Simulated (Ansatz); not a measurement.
# A defect in a wire: (3,3) C nanotube, Au placed on top of one C

Wanted: the relaxed defect and the transmission past it, beside the channels of the perfect wire.

Method: DFT PBE, plane waves, PAW; relaxation of a wire's period, in the first sound run; inputs show where later runs differ, in Ansatz 0.2.0.

### Step 1. Set-up

The cell holds 12 atoms: 12 C. Cell: a = 10.868 Å, b = 10.806 Å, c = 2.460 Å, α = 90.0°, β = 90.0°, γ = 90.0°. Vacuum lies along a and b. The structure's axis is c.

Structure file:

```cif
data_structure
_symmetry_space_group_name_H-M 'P 1'
_symmetry_Int_Tables_number 1
_cell_length_a 10.8680
_cell_length_b 10.8060
_cell_length_c 2.4595
_cell_angle_alpha 90.000
_cell_angle_beta 90.000
_cell_angle_gamma 90.000
_cell_volume 288.84
loop_
_atom_site_label
_atom_site_type_symbol
_atom_site_fract_x
_atom_site_fract_y
_atom_site_fract_z
_atom_site_occupancy
C1 C 0.64337 0.62100 0.00000 1
C2 C 0.68715 0.50001 0.00000 1
C3 C 0.31285 0.50001 0.50000 1
C4 C 0.35663 0.37902 0.50000 1
C5 C 0.46750 0.68538 0.50000 1
C6 C 0.59358 0.66302 0.50000 1
C7 C 0.59358 0.33700 0.50000 1
C8 C 0.67587 0.43563 0.50000 1
C9 C 0.32413 0.56439 0.00000 1
C10 C 0.40642 0.66302 0.00000 1
C11 C 0.40642 0.33700 0.00000 1
C12 C 0.53250 0.31464 0.00000 1
```

### Step 2. Relaxation of atoms and period

Band widths follow the bond lengths, so the wire is relaxed first. The atoms and the third cell vector are free; the box across stays fixed as vacuum. A Fermi-Dirac smearing is set since the result may be a metal. The pressure printed is a third of the stress's trace over the whole box, vacuum included; only the stress along the axis is relaxed.

The input, input.yaml:

```yaml
crystal:
  lattice:
    - [10.868, 0.0, 0.0]
    - [0.0, 10.806, 0.0]
    - [0.0, 0.0, 2.4595121467]
  atoms:
    - { symbol: C, position: [0.643369038, 0.621000301, 0.0] }
    - { symbol: C, position: [0.687154982, 0.500009175, 0.0] }
    - { symbol: C, position: [0.31284505, 0.500009175, 0.5] }
    - { symbol: C, position: [0.356630994, 0.379018048, 0.5] }
    - { symbol: C, position: [0.467500897, 0.685378334, 0.5] }
    - { symbol: C, position: [0.593577499, 0.663020078, 0.5] }
    - { symbol: C, position: [0.593577499, 0.336998271, 0.5] }
    - { symbol: C, position: [0.675868157, 0.435631141, 0.5] }
    - { symbol: C, position: [0.324131875, 0.564387208, 0.0] }
    - { symbol: C, position: [0.406422533, 0.663020078, 0.0] }
    - { symbol: C, position: [0.406422533, 0.336998271, 0.0] }
    - { symbol: C, position: [0.532499135, 0.314640015, 0.0] }
kpoints:
  mp_grid: { grid: [1, 1, 33] }
scf:
  occupations: { method: fermi_dirac, width: 0.05 }
hamiltonian:
  xc: pbe
relax:
  cell: { fix: [a, b, alpha, beta, gamma] }
  max_steps: 60
```

Command:

```console
$ ansatz run input.yaml --threads 4 --pin off --max-ram 16384MiB --backend cpu --events-out ev --progress --plain --runs-dir out
```

Numbers of over 12 decimals in the logs are rounded to 6 here.

Log:

```text
Engine: ansatz 0.2.0, aarch64-unknown-linux-gnu
Pseudopotentials: kind: paw
Pseudopotential: C, paw, valence charge 4, recommended cutoff 420 eV (normal), C.paw.azcp
Functional definition: PBE
  parameter kappa = 0.804
  parameter beta = 0.066725
  exchange = pbe_x(kappa = kappa, mu = beta*pi^2/3)
  correlation = pbe_c(beta = beta)
Crystal: 12 atoms, lattice volume = 288.844 Å³
Basis set: ecut = 420 eV, 5637 PW (Γ), exchange–correlation on 150×150×36 points (8 copies of the dense FFT grid, shifted against one another)
Bands: 36, of which v1, the nominal top of the filled ones, is band 24 counted from 1 (23 counted from 0)
Symmetry: 4 space group operations
Space group: P21/m (ITA 11), of the structure as read, at distance tolerance 6.6e-5 Å
k-points: 17 of 33
Non-local potential: C, projectors of the file, l = 0: 2, l = 1: 2, l = 2: 1
PAW form: soft (Blöchl's): semilocal exchange-correlation on the pseudo side does not see the compensation charge
PAW one-centre angular grid: C, 110 points (default); XC on 64 Gauss nodes
Initial density: superposition of atomic densities (neutral atoms: chi_scale 0, normalization atom), corrected by the library's trained network
Initial wavefunctions: pseudopotential atomic-orbital guess
Functional: x = pbe(κ = 0.804, μ = 0.219515), c = pbe(β = 0.066725)
SCF iter   1: F=—  HF=-3005.117224 eV  |F-HF|=—  |Δ(HF+E_count)|=         —  Δρ=6.24e-3  dr2=6.55e-2  ethr=1.77e-3  ⟨swp⟩=12.7  Hψ=4230  notcnv=0  defer=43
preconditioner: auto → LDOS  [insulator: Δε(μ)=0.149 eV  Ē_g=14.057 eV  σ=0.050 eV  W_gap=0.63  n_scr=36 (ndim 8)  ℏωp=15.1 eV  f_vac=0.617  D(μ)=0.79/eV (n_scr^D=4)  ε∞_Penn≈2.2  β→1.0]
SCF iter   2: F=—  HF=-3005.124068 eV  |F-HF|=—  |Δ(HF+E_count)|=   6.84e-3  Δρ=1.54e-3  dr2=8.16e-3  ethr=1.36e-4  ⟨swp⟩=3.6  Hψ=1383  notcnv=0  defer=69
SCF iter   3: F=—  HF=-3005.121275 eV  |F-HF|=—  |Δ(HF+E_count)|=   2.79e-3  Δρ=3.77e-4  dr2=1.15e-3  ethr=1.70e-5  ⟨swp⟩=2.0  Hψ=1036  notcnv=0  defer=69
SCF iter   4: F=—  HF=-3005.121020 eV  |F-HF|=—  |Δ(HF+E_count)|=   2.56e-4  Δρ=1.25e-4  dr2=1.21e-4  ethr=2.39e-6  ⟨swp⟩=2.0  Hψ=918  notcnv=0  defer=69
SCF iter   5: F=—  HF=-3005.120989 eV  |F-HF|=—  |Δ(HF+E_count)|=   3.07e-5  Δρ=2.85e-5  dr2=4.76e-6  ethr=2.53e-7  ⟨swp⟩=2.1  Hψ=887  notcnv=0  defer=69
SCF iter   6: F=—  HF=-3005.120788 eV  |F-HF|=—  |Δ(HF+E_count)|=   2.01e-4  Δρ=8.37e-6  dr2=5.82e-7  ethr=9.91e-9  ⟨swp⟩=2.1  Hψ=984  notcnv=0  defer=69
SCF iter   7: F=-3005.120788 eV  HF=-3005.120788 eV  |F-HF|=1.06e-8  |Δ(HF+E_count)|=   9.10e-8  Δρ=1.69e-6  dr2=1.69e-8  ethr=2.08e-10  ⟨swp⟩=5.0  Hψ=2186  notcnv=0
SCF 1 converged in 7 iterations: F = -3005.120788 eV  dr2 = 1.69e-8
  greatest PAW one-centre occupation: 0.679 electrons in one spin orbital (limit 2), on the C atom at site 3 (counted from 0), in its partial waves of l = 0
relax step   1: F+E_penalty+E_count = -3005.12078838 eV  Δ(F+E_penalty+E_count) = +0.000e0 eV  max|allowed force component| = 1.030e0 eV/Å  Δτ_max = 0.0000 Å  P = +5.740 GPa  Ω = 288.844 Å³  fix = [a, b, alpha, beta, gamma]  reactions: a +6.817, b +6.801 GPa; gamma -0.012 GPa/rad  (7 SCF iters, dr2 threshold 1.00e-7 eV, accepted)
Crystal: 12 atoms, lattice volume = 288.884 Å³
Initial density: handed on by an earlier stage of this run
Initial wavefunctions: those handed on with the density
iter 1 solved again at ethr=7.46e-4 eV; its pass at ethr=3.10e-3 eV (dr2=3.58e-1 eV) is discarded
SCF iter   1: F=—  HF=-3005.594214 eV  |F-HF|=—  |Δ(HF+E_count)|=         —  Δρ=1.14e-2  dr2=3.44e-1  ethr=7.46e-4  ⟨swp⟩=2.5  Hψ=2835  notcnv=0
preconditioner: auto → LDOS  [insulator: Δε(μ)=0.160 eV  Ē_g=13.712 eV  σ=0.050 eV  W_gap=0.66  n_scr=36 (ndim 8)  ℏωp=15.1 eV  f_vac=0.599  D(μ)=0.72/eV (n_scr^D=4)  ε∞_Penn≈2.2  β→1.0]
SCF iter   2: F=—  HF=-3005.638403 eV  |F-HF|=—  |Δ(HF+E_count)|=   4.42e-2  Δρ=7.25e-3  dr2=4.67e-1  ethr=7.16e-4  ⟨swp⟩=4.9  Hψ=2032  notcnv=0  defer=19
SCF iter   3: F=—  HF=-3005.496553 eV  |F-HF|=—  |Δ(HF+E_count)|=   1.42e-1  Δρ=9.32e-4  dr2=1.46e-3  ethr=7.16e-4  ⟨swp⟩=3.3  Hψ=1145  notcnv=0  defer=27
SCF iter   4: F=—  HF=-3005.495988 eV  |F-HF|=—  |Δ(HF+E_count)|=   5.65e-4  Δρ=1.09e-4  dr2=2.87e-5  ethr=3.04e-6  ⟨swp⟩=2.3  Hψ=1208  notcnv=0  defer=42
SCF iter   5: F=—  HF=-3005.495899 eV  |F-HF|=—  |Δ(HF+E_count)|=   8.91e-5  Δρ=1.75e-5  dr2=9.06e-7  ethr=2.50e-9  ⟨swp⟩=3.9  Hψ=2651  notcnv=0
SCF iter   6: F=-3005.495899 eV  HF=-3005.495899 eV  |F-HF|=3.53e-7  |Δ(HF+E_count)|=   1.10e-7  Δρ=1.10e-5  dr2=4.44e-7  ethr=1.89e-9  ⟨swp⟩=2.9  Hψ=2177  notcnv=0
SCF 2 converged in 6 iterations: F = -3005.495899 eV  dr2 = 4.44e-7
  greatest PAW one-centre occupation: 0.670 electrons in one spin orbital (limit 2), on the C atom at site 10 (counted from 0), in its partial waves of l = 0
relax step   2: F+E_penalty+E_count = -3005.49589860 eV  Δ(F+E_penalty+E_count) = -3.751e-1 eV  max|allowed force component| = 4.769e-1 eV/Å  Δτ_max = 0.0505 Å  P = +1.840 GPa  Ω = 288.884 Å³  energy of the carried Pulay correction = -5.018e-5 eV  fix = [a, b, alpha, beta, gamma]  reactions: a +2.075, b +2.053 GPa; gamma -0.011 GPa/rad  (6 SCF iters, dr2 threshold 1.20e-6 eV, accepted)
Crystal: 12 atoms, lattice volume = 289.574 Å³
Basis set: ecut = 420 eV, 5661 PW (Γ), exchange–correlation on 150×150×36 points (8 copies of the dense FFT grid, shifted against one another)
iter 1 solved again at ethr=1.21e-4 eV; its pass at ethr=3.10e-3 eV (dr2=5.79e-2 eV) is discarded
SCF iter   1: F=—  HF=-3005.556725 eV  |F-HF|=—  |Δ(HF+E_count)|=         —  Δρ=4.53e-3  dr2=5.66e-2  ethr=1.21e-4  ⟨swp⟩=2.6  Hψ=2535  notcnv=0
preconditioner: auto → Resta (q_TF=auto, 2.022 Å⁻¹)  ε∞=2.2  [insulator: Δε(μ)=0.289 eV  Ē_g=13.672 eV  σ=0.050 eV  W_gap=0.89  n_scr=36 (ndim 8)  ℏωp=15.1 eV  f_vac=0.596  D(μ)=0.37/eV (n_scr^D=0)  ε∞_Penn≈2.2  vacuum switching on, ρ_ref=1.4e-2 e/Å³]
SCF iter   2: F=—  HF=-3005.540773 eV  |F-HF|=—  |Δ(HF+E_count)|=   1.60e-2  Δρ=1.64e-3  dr2=3.74e-3  ethr=1.18e-4  ⟨swp⟩=2.1  Hψ=1053  notcnv=0
SCF iter   3: F=—  HF=-3005.540028 eV  |F-HF|=—  |Δ(HF+E_count)|=   7.45e-4  Δρ=5.27e-4  dr2=4.63e-4  ethr=7.80e-6  ⟨swp⟩=2.5  Hψ=1035  notcnv=0
SCF iter   4: F=—  HF=-3005.539907 eV  |F-HF|=—  |Δ(HF+E_count)|=   1.21e-4  Δρ=8.28e-5  dr2=4.43e-5  ethr=9.64e-7  ⟨swp⟩=2.4  Hψ=896  notcnv=0
SCF iter   5: F=—  HF=-3005.539901 eV  |F-HF|=—  |Δ(HF+E_count)|=   5.34e-6  Δρ=3.44e-5  dr2=4.41e-6  ethr=9.22e-8  ⟨swp⟩=2.2  Hψ=930  notcnv=0
SCF iter   6: F=-3005.539904 eV  HF=-3005.539903 eV  |F-HF|=1.26e-7  |Δ(HF+E_count)|=   2.05e-6  Δρ=9.96e-6  dr2=2.31e-7  ethr=2.50e-9  ⟨swp⟩=4.6  Hψ=1983  notcnv=0
SCF 3 converged in 6 iterations: F = -3005.539904 eV  dr2 = 2.31e-7
  greatest PAW one-centre occupation: 0.667 electrons in one spin orbital (limit 2), on the C atom at site 2 (counted from 0), in its partial waves of l = 0
relax step   3: F+E_penalty+E_count = -3005.53990361 eV  Δ(F+E_penalty+E_count) = -4.401e-2 eV  max|allowed force component| = 1.823e-1 eV/Å  Δτ_max = 0.0194 Å  P = +0.138 GPa  Ω = 289.574 Å³  energy of the carried Pulay correction = -9.094e-4 eV  fix = [a, b, alpha, beta, gamma]  reactions: a +0.195, b +0.171 GPa; gamma -0.008 GPa/rad  (6 SCF iters, dr2 threshold 1.20e-6 eV, accepted)
[...]
relax step   4: F+E_penalty+E_count = -3005.54198312 eV  Δ(F+E_penalty+E_count) = -2.080e-3 eV  max|allowed force component| = 8.870e-3 eV/Å  Δτ_max = 0.0027 Å  P = -0.038 GPa  Ω = 289.737 Å³  energy of the carried Pulay correction = -1.113e-3 eV  fix = [a, b, alpha, beta, gamma]  reactions: a -0.004, b -0.029 GPa; gamma -0.009 GPa/rad  (4 SCF iters, dr2 threshold 1.20e-6 eV, accepted)
[...]
relax step   5: F+E_penalty+E_count = -3005.54209383 eV  Δ(F+E_penalty+E_count) = -1.107e-4 eV  max|allowed force component| = 1.111e-3 eV/Å  Δτ_max = 0.0004 Å  P = -0.009 GPa  Ω = 289.663 Å³  energy of the carried Pulay correction = -1.020e-3 eV  fix = [a, b, alpha, beta, gamma]  reactions: a -0.012, b -0.034 GPa; gamma -0.010 GPa/rad  (5 SCF iters, dr2 threshold 1.61e-8 eV, accepted)
Initial wavefunctions: pseudopotential atomic-orbital guess (no wavefunctions were taken with the density)
iter 1 solved again at ethr=7.29e-7 eV; its pass at ethr=3.10e-3 eV (dr2=3.50e-4 eV) is discarded
SCF iter   1: F=—  HF=-3005.543205 eV  |F-HF|=—  |Δ(HF+E_count)|=         —  Δρ=1.43e-5  dr2=8.47e-8  ethr=7.29e-7  ⟨swp⟩=6.2  Hψ=5738  notcnv=0  defer=2
eigensolver tolerance schedule: the retry pair's looser diagonalisation over-reported the residual by 4133.27 of it (diagonalisation noise at 35.49 of the residual, at the tolerance the schedule requests for it); recorded, not acted on — ethr = c·dr2/N_el stays at c = 1.0e-1
preconditioner: auto → Resta (q_TF=auto, 2.022 Å⁻¹)  ε∞=2.2  [insulator: Δε(μ)=0.295 eV  Ē_g=13.726 eV  σ=0.050 eV  W_gap=0.90  n_scr=36 (ndim 8)  ℏωp=15.1 eV  f_vac=0.596  D(μ)=0.34/eV (n_scr^D=0)  ε∞_Penn≈2.2  vacuum switching on, ρ_ref=1.4e-2 e/Å³]
SCF iter   2: F=—  HF=-3005.543135 eV  |F-HF|=—  |Δ(HF+E_count)|=   7.04e-5  Δρ=7.21e-6  dr2=2.06e-8  ethr=1.76e-10  ⟨swp⟩=3.5  Hψ=1444  notcnv=0  defer=1
SCF iter   3: F=—  HF=-3005.543138 eV  |F-HF|=—  |Δ(HF+E_count)|=   3.46e-6  Δρ=2.60e-6  dr2=8.45e-9  ethr=4.30e-11  ⟨swp⟩=3.5  Hψ=1189  notcnv=0  defer=1
SCF iter   4: F=—  HF=-3005.543138 eV  |F-HF|=—  |Δ(HF+E_count)|=   3.94e-7  Δρ=4.26e-7  dr2=5.56e-10  ethr=1.76e-11  ⟨swp⟩=2.4  Hψ=956  notcnv=0  defer=1
SCF iter   5: F=-3005.543138 eV  HF=-3005.543138 eV  |F-HF|=7.55e-11  |Δ(HF+E_count)|=   2.09e-9  Δρ=1.34e-7  dr2=2.95e-11  ethr=1.00e-12  ⟨swp⟩=5.0  Hψ=2178  notcnv=0
SCF 6 converged in 5 iterations: F = -3005.543138 eV  dr2 = 2.95e-11
relax step   6: F+E_penalty+E_count = -3005.54313849 eV  Δ(F+E_penalty+E_count) = -1.045e-3 eV  max|allowed force component| = 1.078e-3 eV/Å  Δτ_max = 0.0000 Å  P = -0.000 GPa  Ω = 289.663 Å³  fix = [a, b, alpha, beta, gamma]  reactions: a +0.002, b -0.023 GPa; gamma -0.008 GPa/rad  stress off target by 2.08e-2 GPa on what of the cell is left free  SCF on the basis re-selected at this cell (its energy is not comparable with the rows above)  (5 SCF iters)
basis re-selected at this cell: Δ(F+E_penalty+E_count) = -1.045e-3 eV, ΔP = +0.008 GPa vs the last step (what re-selecting the basis moved, of the pressure what is left beyond the Pulay correction that the steps carried, after the strain that the cell walked since its last selection, with what the two solves' SCF thresholds leave and, on support functions, any second-order correction that the steps lacked; it is no m [...]
SCF converged after 5 iterations
Free energy (F): -3005.543138 eV
Harris-Foulkes:  -3005.543138 eV  (|F-HF|=7.55e-11)
Internal energy: -3005.539400 eV  (E = F + TS)
E sigma→0 (E₀):  -3005.541269 eV
Entropy (-TS):   -0.003739 eV (-0.312 meV/atom)
Fermi energy:    -0.001003 eV
--- Per-component energies (eV) ---
  E_band       = -450.309515
  E_kinetic    = 1085.987897
  E_local      = -9903.666106  (includes V_loc(G=0)·N_el)
  E_nonlocal   = 326.383751
  E_hartree    = 4415.622362
  E_xc         = -573.292101
  E_vxc        = -709.631116  (∫ρ·V_xc dr)
  E_paw        = -1191.314148  (= ΣΔE_a)
  E_vpaw       = -80.628690  (= ΣTr[D̂ρ^β])
  E_aug_tail   = 0.000090  (compensation charges beyond the density's cutoff)
  E_ewald      = 2834.738856
  E_smearing   = -0.003739  (= −TS)
  E_closure    = 0.000000  (closes the sum)
  Σ components = -3005.543138   (vs F -3005.543138, Δ=0.00e0)
--- Forces (eV/Å), atoms counted from 1 ---
  atom   1  C     -0.00005142    -0.00046840    -0.00000000
  atom   2  C     -0.00048539     0.00080155     0.00000000
  atom   3  C      0.00048539    -0.00080155    -0.00000000
  atom   4  C      0.00005142     0.00046840     0.00000000
  atom   5  C      0.00070403    -0.00073327    -0.00000000
  atom   6  C     -0.00054170     0.00026276     0.00000000
  atom   7  C      0.00053407     0.00006108     0.00000000
  atom   8  C     -0.00107772    -0.00043152    -0.00000000
  atom   9  C      0.00107772     0.00043152     0.00000000
  atom  10  C     -0.00053407    -0.00006108    -0.00000000
  atom  11  C      0.00054170    -0.00026276    -0.00000000
  atom  12  C     -0.00070403     0.00073327     0.00000000
  max |Σ_I F_I| component: 1.08e-19 eV/Å
--- Stress (GPa, compression-positive) ---
        0.001870       0.007873       0.000000
        0.007872      -0.022783      -0.000000
        0.000000      -0.000000       0.020776
  P = ⅓ Tr σ = -0.0000 GPa (-0.000 kbar)
--- Relaxed structure (5 steps of the walk, 5 accepted, 1 SCFs on fresh bases) ---
  F+E_penalty+E_count = -3005.54313849 eV   max|allowed force component| = 1.078e-3 eV/Å   (the final SCF, on the basis selected at the relaxed cell)
  cell:  # Å, volume = 289.6627 Å³
    - [10.868, 0, 0.0]
    - [0, 10.806, 0.0]
    - [0.0, 0.0, 2.466482]
  atoms:
    - { symbol: C, position: [0.648270, 0.625321, 0.0] }
    - { symbol: C, position: [0.693514, 0.500081, 0.0] }
    - { symbol: C, position: [0.306486, 0.499919, 0.5] }
    - { symbol: C, position: [0.351730, 0.374679, 0.5] }
    - { symbol: C, position: [0.466301, 0.691757, 0.5] }
    - { symbol: C, position: [0.596809, 0.668744, 0.5] }
    - { symbol: C, position: [0.596794, 0.331411, 0.5] }
    - { symbol: C, position: [0.681871, 0.433552, 0.5] }
    - { symbol: C, position: [0.318129, 0.566448, 0.0] }
    - { symbol: C, position: [0.403206, 0.668589, 0.0] }
    - { symbol: C, position: [0.403191, 0.331256, 0.0] }
    - { symbol: C, position: [0.533699, 0.308243, 0.0] }
```

The job ended after 18 s (4 threads of Arm Neoverse V1, shared host; peak memory 0.66 GiB).

The steps of the relaxation:

```csv
step,energy less that of the first step (eV),largest force component (eV/Å),pressure (GPa),volume (Å³)
1,0.0000,1.0299,5.74,288.84
2,-0.3751,0.4769,1.84,288.88
3,-0.4191,0.1823,0.14,289.57
4,-0.4212,0.0089,-0.04,289.74
5,-0.4213,0.0011,-0.01,289.66
6*,-0.4223,0.0011,0.00,289.66
```

Relaxation steps marked * repeat the geometry before them on a plane-wave basis chosen anew for their cell, so energy and pressure can jump there.

The run keeps the 4 symmetry operations that it works with, so distortions that break them were not tested.

```csv
cell as run,before,after,change
c (Å),2.460,2.466,+0.3 %
```

The atoms that moved most (Å, along periodic axes as changes of fractional coordinates times the final cell, across vacuum about the mean position):

```
atom      dx      dy     dz  length
  C6   0.035   0.062  0.000   0.071
 C11  -0.035  -0.062  0.000   0.071
  C1   0.053   0.047  0.000   0.071
  C4  -0.053  -0.047  0.000   0.071
  C5  -0.013   0.069  0.000   0.070
 C12   0.013  -0.069  0.000   0.070
 C10  -0.035   0.060  0.000   0.070
  C7   0.035  -0.060  0.000   0.070
```

Final coordinates:

```cif
data_structure
_symmetry_space_group_name_H-M 'P 1'
_symmetry_Int_Tables_number 1
_cell_length_a 10.8680
_cell_length_b 10.8060
_cell_length_c 2.4665
_cell_angle_alpha 90.000
_cell_angle_beta 90.000
_cell_angle_gamma 90.000
_cell_volume 289.66
loop_
_atom_site_label
_atom_site_type_symbol
_atom_site_fract_x
_atom_site_fract_y
_atom_site_fract_z
_atom_site_occupancy
C1 C 0.64827 0.62532 0.00000 1
C2 C 0.69351 0.50008 0.00000 1
C3 C 0.30649 0.49992 0.50000 1
C4 C 0.35173 0.37468 0.50000 1
C5 C 0.46630 0.69176 0.50000 1
C6 C 0.59681 0.66874 0.50000 1
C7 C 0.59679 0.33141 0.50000 1
C8 C 0.68187 0.43355 0.50000 1
C9 C 0.31813 0.56645 0.00000 1
C10 C 0.40321 0.66859 0.00000 1
C11 C 0.40319 0.33126 0.00000 1
C12 C 0.53370 0.30824 0.00000 1
```

Numbers from this step:

- energy at zero smearing: -3005.5413 eV
- cell length along the wire: 2.466 Å

The cell's length comes to 2.466 Å with spin left out.

(Part 1 of 5 ends here.)

[Logs are printed without paths, hosts, clocks, repeated set-up lines and the standing remarks that a program may print on its own settings, such as how far it seeks lower states.]

[Hosts, paths, dates, database ids (printed as entryN), source tags and the programs' standing remarks are cut or masked in the printed files.]
